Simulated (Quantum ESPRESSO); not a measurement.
# MoS2 (P-3m1) in Quantum ESPRESSO: a series of runs

Runs on MoS2. Level: r2SCAN. Tasks: single point, equation of state.

Everything below comes from runs of Quantum ESPRESSO 7.5. Logs are shortened: lines on timing, memory, paths and dates and some standing lists are left out, and cuts for length are marked.

### Step 1. The structure

It takes space group P-3m1 (No. 164, trigonal). Conventional cell: a = 3.227 Å, b = 3.227 Å, c = 6.312 Å, α = 90.00°, β = 90.00°, γ = 120.00°. Mo (site symmetry -3m) has 6 S at 2.42 Å as nearest neighbours. S (site symmetry 3m) is surrounded by 3 Mo at 2.42 Å.

Measurements of this composition are mostly on another form, of space group No. 194.

### Step 2. Single point, r2SCAN, 17.84 Å³/atom

The input, pw.in:

```
&CONTROL
  calculation = 'scf'
  prefix = 'pwscf'
  outdir = './tmp'
  pseudo_dir = './pseudo'
  tprnfor = .true.
  tstress = .true.
  disk_io = 'nowf'
/
&SYSTEM
  ibrav = 0
  nat = 3
  ntyp = 2
  ecutwfc = 70
  nbnd = 20
  input_dft = 'r2scan'
  occupations = 'smearing'
  smearing = 'fd'
  degauss = 0.00367493
  nosym = .true.
  nr1 = 36
  nr2 = 36
  nr3 = 72
/
&ELECTRONS
  conv_thr = 1d-08
  electron_maxstep = 120
  mixing_beta = 0.5
/
ATOMIC_SPECIES
Mo    95.9500 Mo_ONCV_PBE-1.2.upf
S     32.0600 S_ONCV_PBE-1.2.upf
CELL_PARAMETERS angstrom
   3.1615794509    0.0000000000    0.0000000000
  -1.5807897255    2.7380081205    0.0000000000
   0.0000000000    0.0000000000    6.1836112739
ATOMIC_POSITIONS crystal
Mo     0.0000000000    0.0000000000    0.5000000000
S      0.6666666667    0.3333333333    0.7446806800
S      0.3333333333    0.6666666667    0.2553193200
K_POINTS automatic
7 7 3 0 0 0
```

Potentials or basis: SG15 PBE 1.2.

Run with:

```sh
$ OMP_NUM_THREADS=1 pw.x -in pw.in > pw.out
```

pw.out:

```text
This program is part of the open-source Quantum ESPRESSO suite
     for quantum simulation of materials; please cite
         "P. Giannozzi et al., J. Phys.:Condens. Matter 21 395502 (2009);
         "P. Giannozzi et al., J. Phys.:Condens. Matter 29 465901 (2017);
         "P. Giannozzi et al., J. Chem. Phys. 152 154105 (2020);
     in publications or presentations arising from this work. More details at

     IMPORTANT: XC functional enforced from input :
     Exchange-correlation= R2SCAN
                           (   0   0   0   0   0 497 498)
     Any further DFT definition will be discarded
     Please, verify this is what you really want

     G-vector sticks info
     --------------------
     sticks:   dense  smooth     PW     G-vecs:    dense   smooth      PW
     Sum         685     685    211                28587    28587    4841

     Using Slab Decomposition

     bravais-lattice index     =            0
     lattice parameter (alat)  =       5.9745  a.u.
     unit-cell volume          =     361.2248 (a.u.)^3
     number of atoms/cell      =            3
     number of atomic types    =            2
     number of electrons       =        26.00
     number of Kohn-Sham states=           20
     kinetic-energy cutoff     =      70.0000  Ry
     charge density cutoff     =     280.0000  Ry
     scf convergence threshold =      1.0E-08
     mixing beta               =       0.5000
     number of iterations used =            8  plain     mixing
     Exchange-correlation= R2SCAN
                           (   0   0   0   0   0 497 498)

     celldm(1)=   5.974519  celldm(2)=   0.000000  celldm(3)=   0.000000
     celldm(4)=   0.000000  celldm(5)=   0.000000  celldm(6)=   0.000000

     crystal axes: (cart. coord. in units of alat)
               a(1) = (   1.000000   0.000000   0.000000 )
               a(2) = (  -0.500000   0.866025   0.000000 )
               a(3) = (   0.000000   0.000000   1.955861 )

     reciprocal axes: (cart. coord. in units 2 pi/alat)
               b(1) = (  1.000000  0.577350 -0.000000 )
               b(2) = (  0.000000  1.154701  0.000000 )
               b(3) = (  0.000000 -0.000000  0.511284 )

     PseudoPot. # 1 for Mo read from file:
     Mo_ONCV_PBE-1.2.upf
     Pseudo is Norm-conserving, Zval = 14.0
     Generated using ONCVPSP code by D. R. Hamann
     Using radial grid of  602 points,  6 beta functions with:
                l(1) =   0
                l(2) =   0
                l(3) =   1
                l(4) =   1
                l(5) =   2
                l(6) =   2

     PseudoPot. # 2 for S  read from file:
     S_ONCV_PBE-1.2.upf
     Pseudo is Norm-conserving, Zval =  6.0
     Generated using ONCVPSP code by D. R. Hamann
     Using radial grid of  602 points,  4 beta functions with:
                l(1) =   0
                l(2) =   0
                l(3) =   1
                l(4) =   1

     atomic species   valence    mass     pseudopotential
     Mo               14.00    95.95000     Mo( 1.00)
     S                 6.00    32.06000     S ( 1.00)

     No symmetry found

   Cartesian axes

     site n.     atom                  positions (alat units)
         1        Mo     tau(   1) = (   0.0000000   0.0000000   0.9779307  )
         2        S      tau(   2) = (   0.5000000   0.2886751   1.4564922  )
         3        S      tau(   3) = (  -0.0000000   0.5773503   0.4993692  )

     number of k points=    74  Fermi-Dirac smearing, width (Ry)=  0.0037
                       cart. coord. in units 2pi/alat
        k(    1) = (   0.0000000   0.0000000   0.0000000), wk =   0.0136054
        k(    2) = (   0.0000000   0.0000000   0.1704279), wk =   0.0272109
        k(    3) = (   0.0000000   0.1649572   0.0000000), wk =   0.0272109
        k(    4) = (   0.0000000   0.1649572   0.1704279), wk =   0.0272109
        k(    5) = (   0.0000000   0.1649572  -0.1704279), wk =   0.0272109
        k(    6) = (   0.0000000   0.3299144   0.0000000), wk =   0.0272109
[... 66 lines left out ...]
        k(   73) = (   0.4285714   0.0824786   0.1704279), wk =   0.0272109
        k(   74) = (   0.4285714   0.0824786  -0.1704279), wk =   0.0272109

     Dense  grid:    28587 G-vectors     FFT dimensions: (  36,  36,  72)

     WARNING: libxc functional with ID  497 depends
      on external parameters: check the user_guide of
      QE if you need to modify them or to check their
      default values.

     WARNING: libxc functional with ID  498 depends
      on external parameters: check the user_guide of
      QE if you need to modify them or to check their
      default values.

     Initial potential from superposition of free atoms

     starting charge      25.8886, renormalised to      26.0000
     Starting wfcs are random

     Self-consistent Calculation

     iteration #  1     ecut=    70.00 Ry     beta= 0.50
     Davidson diagonalization with overlap
     ethr =  1.00E-02,  avg # of iterations =  9.2

     total energy              =    -178.12531922 Ry
     estimated scf accuracy    <       6.25577122 Ry

     iteration #  2     ecut=    70.00 Ry     beta= 0.50
     Davidson diagonalization with overlap
     ethr =  1.00E-02,  avg # of iterations =  1.0

     total energy              =    -178.13440430 Ry
     estimated scf accuracy    <       1.41741317 Ry

     iteration #  3     ecut=    70.00 Ry     beta= 0.50
     Davidson diagonalization with overlap
     ethr =  5.45E-03,  avg # of iterations =  1.8

     total energy              =    -178.05108809 Ry
     estimated scf accuracy    <       1.71093290 Ry

     iteration #  4     ecut=    70.00 Ry     beta= 0.50
     Davidson diagonalization with overlap
     ethr =  5.45E-03,  avg # of iterations =  1.0

     total energy              =    -178.21433291 Ry
     estimated scf accuracy    <       0.01272373 Ry

     iteration #  5     ecut=    70.00 Ry     beta= 0.50
     Davidson diagonalization with overlap
     ethr =  4.89E-05,  avg # of iterations =  5.6

     total energy              =    -178.21892493 Ry
     estimated scf accuracy    <       0.00068974 Ry

     iteration #  6     ecut=    70.00 Ry     beta= 0.50
     Davidson diagonalization with overlap
     ethr =  2.65E-06,  avg # of iterations =  4.9

     total energy              =    -178.21897161 Ry
     estimated scf accuracy    <       0.00042772 Ry

     iteration #  7     ecut=    70.00 Ry     beta= 0.50
     Davidson diagonalization with overlap
     ethr =  1.65E-06,  avg # of iterations =  1.0

     total energy              =    -178.21899090 Ry
     estimated scf accuracy    <       0.00000974 Ry

     iteration #  8     ecut=    70.00 Ry     beta= 0.50
     Davidson diagonalization with overlap
     ethr =  3.75E-08,  avg # of iterations =  2.1

     total energy              =    -178.21899247 Ry
     estimated scf accuracy    <       0.00000185 Ry

     iteration #  9     ecut=    70.00 Ry     beta= 0.50
     Davidson diagonalization with overlap
     ethr =  7.10E-09,  avg # of iterations =  1.9

     total energy              =    -178.21899284 Ry
     estimated scf accuracy    <       0.00000053 Ry

     iteration # 10     ecut=    70.00 Ry     beta= 0.50
     Davidson diagonalization with overlap
     ethr =  2.04E-09,  avg # of iterations =  1.5

     total energy              =    -178.21899286 Ry
     estimated scf accuracy    <       0.00000004 Ry

     iteration # 11     ecut=    70.00 Ry     beta= 0.50
     Davidson diagonalization with overlap
     ethr =  1.60E-10,  avg # of iterations =  2.2

     End of self-consistent calculation

          k = 0.0000 0.0000 0.0000 (  3553 PWs)   bands (ev):

   -53.1661 -26.2669 -26.1752 -26.1752  -4.9998  -3.2928   3.6852   6.5390
     6.5390   9.0143   9.9039  10.0172  10.0172  10.7406  10.7406  14.7461
    14.7461  17.8034  18.4091  21.3198

          k = 0.0000 0.0000 0.1704 (  3529 PWs)   bands (ev):

   -53.1661 -26.2669 -26.1752 -26.1752  -4.8554  -3.5416   4.2971   6.5468
     6.5468   7.4910  10.0117  10.0117  10.6824  10.6824  10.9157  14.8873
    14.8873  17.6117  19.5404  21.4340

          k = 0.0000 0.1650 0.0000 (  3560 PWs)   bands (ev):

   -53.1577 -26.2590 -26.2490 -26.1941  -4.6550  -3.2401   4.1099   5.8805
     6.7128   8.2658   9.1388   9.4068   9.8612  11.2236  11.5751  14.1826
    14.6479  19.0755  19.2687  20.8285

          k = 0.0000 0.1650 0.1704 (  3552 PWs)   bands (ev):

   -53.1577 -26.2590 -26.2490 -26.1941  -4.5095  -3.4647   4.7047   5.6190
     6.7253   8.0915   8.4918   9.0993  10.3116  11.5525  11.7267  14.0228
    14.8008  18.7797  20.2015  21.0345

          k = 0.0000 0.1650-0.1704 (  3552 PWs)   bands (ev):

   -53.1577 -26.2590 -26.2490 -26.1941  -4.5170  -3.4527   4.6131   5.7257
     6.7078   8.0701   8.4553   9.1380  10.3314  11.6102  11.7835  14.0927
    14.5990  18.7798  19.9959  20.5360

          k = 0.0000 0.3299 0.0000 (  3582 PWs)   bands (ev):

   -53.1390 -26.4420 -26.2361 -26.2100  -3.8028  -3.0804   4.8347   5.5139
     5.8820   6.7691   8.6240   8.7865   9.4847  11.9077  11.9889  14.8840
    14.9007  18.9297  19.1883  19.8511

          k = 0.0000 0.3299 0.1704 (  3571 PWs)   bands (ev):

   -53.1390 -26.4420 -26.2361 -26.2100  -3.6480  -3.2660   4.8511   5.7149
     5.9343   6.7588   8.1261   8.7931   9.7043  11.9497  12.0367  14.7423
    14.8266  18.6962  19.5237  19.9298

          k = 0.0000 0.3299-0.1704 (  3571 PWs)   bands (ev):

   -53.1390 -26.4420 -26.2361 -26.2100  -3.7494  -3.1382   4.5428   5.6940
     6.0933   6.7322   8.5837   8.8551   9.4210  12.0727  12.5260  14.0302
    14.6343  18.2623  18.5582  20.9445
[... 367 lines left out ...]
          k = 0.4286-0.0825 0.1704 (  3577 PWs)   bands (ev):

   -53.1273 -26.5188 -26.2988 -26.1853  -3.1810  -2.9435   4.5959   5.0910
     6.2979   6.4808   7.4834   7.9939  10.5656  11.3970  12.8160  14.0280
    15.7807  18.3878  19.3330  20.2096

          k = 0.4286-0.0825-0.1704 (  3577 PWs)   bands (ev):

   -53.1273 -26.5188 -26.2988 -26.1853  -3.2873  -2.8174   4.5768   4.8303
     6.3875   6.5612   7.4781   8.3407  10.1856  11.7775  12.9135  13.8124
    15.2925  18.2468  19.3001  20.6813

          k = 0.4286 0.0825 0.0000 (  3571 PWs)   bands (ev):

   -53.1273 -26.5188 -26.2988 -26.1853  -3.2339  -2.8869   4.6593   5.1112
     6.1579   6.4295   7.4073   8.1400  10.4196  11.7370  12.7632  13.9434
    15.8629  18.7260  19.3369  19.9500

          k = 0.4286 0.0825 0.1704 (  3577 PWs)   bands (ev):

   -53.1273 -26.5188 -26.2988 -26.1853  -3.2873  -2.8174   4.5768   4.8303
     6.3875   6.5612   7.4781   8.3407  10.1856  11.7775  12.9135  13.8124
    15.2925  18.2468  19.3001  20.6809

          k = 0.4286 0.0825-0.1704 (  3577 PWs)   bands (ev):

   -53.1273 -26.5188 -26.2988 -26.1853  -3.1810  -2.9435   4.5959   5.0910
     6.2979   6.4808   7.4834   7.9939  10.5656  11.3970  12.8160  14.0280
    15.7807  18.3878  19.3330  20.2096

     the Fermi energy is    11.2521 ev

!    total energy              =    -178.21899287 Ry
     estimated scf accuracy    <          3.9E-09 Ry
     smearing contrib. (-TS)   =      -0.00109015 Ry
     internal energy E=F+TS    =    -178.21790272 Ry

     The total energy is F=E-TS. E is the sum of the following terms:
     one-electron contribution =     -94.32379574 Ry
     hartree contribution      =      57.50844136 Ry
     xc contribution           =     -24.85937127 Ry
     ewald contribution        =    -116.54317707 Ry

     convergence has been achieved in  11 iterations

     Forces acting on atoms (cartesian axes, Ry/au):

     atom    1 type  1   force =     0.00000000   -0.00000001    0.00000322
     atom    2 type  2   force =     0.00000008    0.00000030    0.04504146
     atom    3 type  2   force =    -0.00000008   -0.00000028   -0.04504468

     Total force =     0.063701     Total SCF correction =     0.000060

     Computing stress (Cartesian axis) and pressure

          total   stress  (Ry/bohr**3)                   (kbar)     P=       98.59
   0.00063768  -0.00000000  -0.00000000           93.81       -0.00       -0.00
  -0.00000000   0.00063768   0.00000000           -0.00       93.81        0.00
  -0.00000000   0.00000000   0.00073515           -0.00        0.00      108.14

=------------------------------------------------------------------------------=
   JOB DONE.
=------------------------------------------------------------------------------=
```

Run time: 3.2 min. Hardware: 1 thread of Intel Xeon 6975P-C (Granite Rapids), shared host; peak memory 0.15 GiB.

What came out:

* Free energy: -2424.7929 eV
* Pressure: 9.9 GPa
* Largest force: 1.158 eV/Å
* Band gap on the k mesh: none (metal or under the smearing width)

Caveat: the k mesh is coarse; the potentials were made for another functional, which shifts forces and pressure.

### Step 3. Single point, r2SCAN, 18.22 Å³/atom

Changes to pw.in since step 2:

```diff
@@ -33,5 +33,5 @@
 CELL_PARAMETERS angstrom
-   3.1615794509    0.0000000000    0.0000000000
-  -1.5807897255    2.7380081205    0.0000000000
-   0.0000000000    0.0000000000    6.1836112739
+   3.1838448285    0.0000000000    0.0000000000
+  -1.5919224143    2.7572905031    0.0000000000
+   0.0000000000    0.0000000000    6.2271592669
 ATOMIC_POSITIONS crystal
```

Potentials or basis: SG15 PBE 1.2.

Run with:

```sh
$ OMP_NUM_THREADS=1 pw.x -in pw.in > pw.out
```

It took 3 min on 1 thread of Intel Xeon 6975P-C (Granite Rapids), shared host; peak memory 0.16 GiB.

Results (log left out):

```
Free energy            : -2424.8504 eV
Pressure               : 6.3 GPa
Largest force          : 0.768 eV/Å
Band gap on the k mesh : none (metal or under the smearing width)
```

Caveat: the k mesh is coarse; the potentials were made for another functional, which shifts forces and pressure.

### Step 4. Single point, r2SCAN, 18.60 Å³/atom

Changes to pw.in since step 3:

```diff
@@ -33,5 +33,5 @@
 CELL_PARAMETERS angstrom
-   3.1838448285    0.0000000000    0.0000000000
-  -1.5919224143    2.7572905031    0.0000000000
-   0.0000000000    0.0000000000    6.2271592669
+   3.2058030729    0.0000000000    0.0000000000
+  -1.6029015365    2.7763069006    0.0000000000
+   0.0000000000    0.0000000000    6.2701065500
 ATOMIC_POSITIONS crystal
```

Run with:

```sh
$ OMP_NUM_THREADS=1 pw.x -in pw.in > pw.out
```

It took 2.8 min on 1 thread of Intel Xeon 6975P-C (Granite Rapids), shared host; peak memory 0.15 GiB.

The run converged. Its results:

```
Free energy            : -2424.8836 eV
Pressure               : 3.0 GPa
Largest force          : 0.407 eV/Å
Band gap on the k mesh : none (metal or under the smearing width)
```

Caveat: the k mesh is coarse; the potentials were made for another functional, which shifts forces and pressure.

### Step 5. Single point, r2SCAN, 18.98 Å³/atom

Changes to pw.in since step 4:

```diff
@@ -33,5 +33,5 @@
 CELL_PARAMETERS angstrom
-   3.2058030729    0.0000000000    0.0000000000
-  -1.6029015365    2.7763069006    0.0000000000
-   0.0000000000    0.0000000000    6.2701065500
+   3.2274645616    0.0000000000    0.0000000000
+  -1.6137322808    2.7950663001    0.0000000000
+   0.0000000000    0.0000000000    6.3124734200
 ATOMIC_POSITIONS crystal
```

Run with:

```sh
$ OMP_NUM_THREADS=1 pw.x -in pw.in > pw.out
```

Run time: 2.7 min. Hardware: 1 thread of Intel Xeon 6975P-C (Granite Rapids), shared host; peak memory 0.16 GiB.

The run converged. Its results:

```yaml
Free_energy: -2424.8950 eV
Pressure: 0.1 GPa
Largest_force: 0.072 eV/Å
Band_gap_on_the_k_mesh: none (metal or under the smearing width)
```

Caveat: the k mesh is coarse; the potentials were made for another functional, which shifts forces and pressure.

### Step 6. Single point, r2SCAN, 19.36 Å³/atom

Changes to pw.in since step 5:

```diff
@@ -33,5 +33,5 @@
 CELL_PARAMETERS angstrom
-   3.2274645616    0.0000000000    0.0000000000
-  -1.6137322808    2.7950663001    0.0000000000
-   0.0000000000    0.0000000000    6.3124734200
+   3.2488391220    0.0000000000    0.0000000000
+  -1.6244195610    2.8135772124    0.0000000000
+   0.0000000000    0.0000000000    6.3542790981
 ATOMIC_POSITIONS crystal
```

Potentials or basis: SG15 PBE 1.2.

Run with:

```sh
$ OMP_NUM_THREADS=1 pw.x -in pw.in > pw.out
```

It took 2.9 min on 1 thread of Intel Xeon 6975P-C (Granite Rapids), shared host; peak memory 0.15 GiB.

Results (log left out):

```
Free energy            : -2424.8866 eV
Pressure               : -2.5 GPa
Largest force          : 0.238 eV/Å
Band gap on the k mesh : none (metal or under the smearing width)
```

Caveat: the k mesh is coarse; the potentials were made for another functional, which shifts forces and pressure.

### Step 7. Single point, r2SCAN, 19.74 Å³/atom

Changes to pw.in since step 6:

```diff
@@ -33,5 +33,5 @@
 CELL_PARAMETERS angstrom
-   3.2488391220    0.0000000000    0.0000000000
-  -1.6244195610    2.8135772124    0.0000000000
-   0.0000000000    0.0000000000    6.3542790981
+   3.2699360711    0.0000000000    0.0000000000
+  -1.6349680355    2.8318477062    0.0000000000
+   0.0000000000    0.0000000000    6.3955418068
 ATOMIC_POSITIONS crystal
```

Run with:

```sh
$ OMP_NUM_THREADS=1 pw.x -in pw.in > pw.out
```

Run time: 3.8 min. Hardware: 1 thread of Intel Xeon 6975P-C (Granite Rapids), shared host; peak memory 0.16 GiB.

Results (log left out):

- Free energy: -2424.8606 eV
- Pressure: -4.9 GPa
- Largest force: 0.525 eV/Å
- Band gap on the k mesh: none (metal or under the smearing width)

Caveat: the k mesh is coarse; the potentials were made for another functional, which shifts forces and pressure.

### Step 8. Single point, r2SCAN, 20.12 Å³/atom

Changes to pw.in since step 7:

```diff
@@ -33,5 +33,5 @@
 CELL_PARAMETERS angstrom
-   3.2699360711    0.0000000000    0.0000000000
-  -1.6349680355    2.8318477062    0.0000000000
-   0.0000000000    0.0000000000    6.3955418068
+   3.2907642509    0.0000000000    0.0000000000
+  -1.6453821255    2.8498854391    0.0000000000
+   0.0000000000    0.0000000000    6.4362788402
 ATOMIC_POSITIONS crystal
```

Run with:

```sh
$ OMP_NUM_THREADS=1 pw.x -in pw.in > pw.out
```

Run time: 3.3 min. Hardware: 1 thread of Intel Xeon 6975P-C (Granite Rapids), shared host; peak memory 0.16 GiB.

It converged, with:

```yaml
Free_energy: -2424.8187 eV
Pressure: -7.0 GPa
Largest_force: 0.792 eV/Å
Band_gap_on_the_k_mesh: none (metal or under the smearing width)
```

Caveat: the k mesh is coarse; the potentials were made for another functional, which shifts forces and pressure.

### Step 9. Equation of state, r2SCAN

Potentials or basis: SG15 PBE 1.2.

This step only gathers the single runs of the series.

Results:

```
Equilibrium volume                        : 19.00 Å³/atom
Bulk modulus at fixed shape and positions : 137 GPa
Pressure derivative of the bulk modulus   : 4.3
```

Energy against volume, from the lowest point:
```csv
volume (Å³/atom),energy (meV/atom)
17.843,34.01
18.222,14.84
18.602,3.77
18.982,0.00
19.361,2.78
19.741,11.45
20.120,25.42
```

Caveat: the potentials were made for another functional, which shifts forces and pressure; the cell was scaled at fixed shape and fractional positions, which overstates the stiffness of a crystal with free parameters, most of all of layers and chains.
